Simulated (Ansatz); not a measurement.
## AlAs: zone-centre modes at 25 GPa

Method: Ansatz, DFT PBE, scalar-relativistic, plane waves, PAW. Settings: 420 eV plane-wave cutoff, Γ-centred 10×10×10 mesh, fixed occupations. No spin polarisation. Phonons by linear response, acoustic sum rule imposed.

The cell, relaxed at 25 GPa:
```
CELL_PARAMETERS angstrom
0.00000 2.65325 2.65325
2.65325 0.00000 2.65325
2.65325 2.65325 0.00000
ATOMIC_POSITIONS crystal
Al 0.00000 0.00000 0.00000
As 0.75000 0.75000 0.75000
```

Other phases may be more stable at this pressure.

Question: Is this structure stable against zone-centre distortions?

Answer: Yes, at Γ: no optical mode is imaginary. Strains and other wave vectors aren't tested by this run.

Question: List the optical modes at Γ without the LO field (i marks imaginary ones).

Answer:
```json
{"frequency (THz)": "13.41", "degeneracy": "3", "IR intensity of the level ((D/Å)²/amu)": "14.20"}
```

Cost: 1 run of about 2.3 core-minutes, on Arm Neoverse N1 (shared hosts).